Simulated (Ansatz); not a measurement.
**Strength of the C–C bond: C2H2O4 → 2 CHO2**

Species: C2H2O4 (oxalic acid) `O=C(O)C(=O)O`, singlet; CHO2 `O=[C]O`, doublet. 

Shapes, held fixed at every level: PBE0-D4/def2-TZVP. Flexible molecules stand in one conformer, not always the lowest. Programs: Ansatz 0.2.0. The zero-point and thermal change to 298 K, harmonic and unscaled (PBE0-D4/def2-TZVP), is -15.9 kJ/mol.

```json
{"level": "HF/def2-TZVPP", "kind": "Hartree–Fock", "ΔH(298 K) (kJ/mol)": "+263.1", "less CCSD(T)/CBS estimate": "-99.4", "CPU time (sum over the molecules)": "–"}
{"level": "PBE-D4/def2-TZVPP", "kind": "GGA", "ΔH(298 K) (kJ/mol)": "+344.2", "less CCSD(T)/CBS estimate": "-18.3", "CPU time (sum over the molecules)": "9.7 s"}
{"level": "B3LYP-D4/def2-TZVPP", "kind": "global hybrid", "ΔH(298 K) (kJ/mol)": "+337.8", "less CCSD(T)/CBS estimate": "-24.7", "CPU time (sum over the molecules)": "13 s"}
{"level": "BHLYP-D4/def2-TZVPP", "kind": "global hybrid", "ΔH(298 K) (kJ/mol)": "+342.4", "less CCSD(T)/CBS estimate": "-20.1", "CPU time (sum over the molecules)": "11 s"}
{"level": "r2SCAN0-D4/def2-TZVPP", "kind": "global hybrid", "ΔH(298 K) (kJ/mol)": "+341.0", "less CCSD(T)/CBS estimate": "-21.5", "CPU time (sum over the molecules)": "20 s"}
{"level": "B2PLYP/def2-TZVPP", "kind": "double hybrid", "ΔH(298 K) (kJ/mol)": "+339.6", "less CCSD(T)/CBS estimate": "-22.9", "CPU time (sum over the molecules)": "20 s"}
{"level": "CCSD/def2-SVP", "kind": "coupled cluster or CI", "ΔH(298 K) (kJ/mol)": "+349.8", "less CCSD(T)/CBS estimate": "-12.7", "CPU time (sum over the molecules)": "–"}
{"level": "CCSD(T)/CBS estimate", "kind": "coupled cluster or CI", "ΔH(298 K) (kJ/mol)": "+362.5", "less CCSD(T)/CBS estimate": "0.0", "CPU time (sum over the molecules)": "11 min"}
```

The highest level, CCSD(T)/CBS estimate, gives ΔH(298 K) = +362.5 kJ/mol; the levels span +263.1 to +362.5. The column of differences is taken from that level and isn't an error. Hartree–Fock misses the correlation of the pair that is broken and comes out low. No measured value is set beside it here. Open shells run unrestricted unless RO is named. The CBS estimate extrapolates MP2 from def2-TZVPP and def2-QZVPP and adds CCSD(T) − MP2 in the triple-zeta set, cores frozen. Times are processor times on shared x86 and Arm servers, and rough.
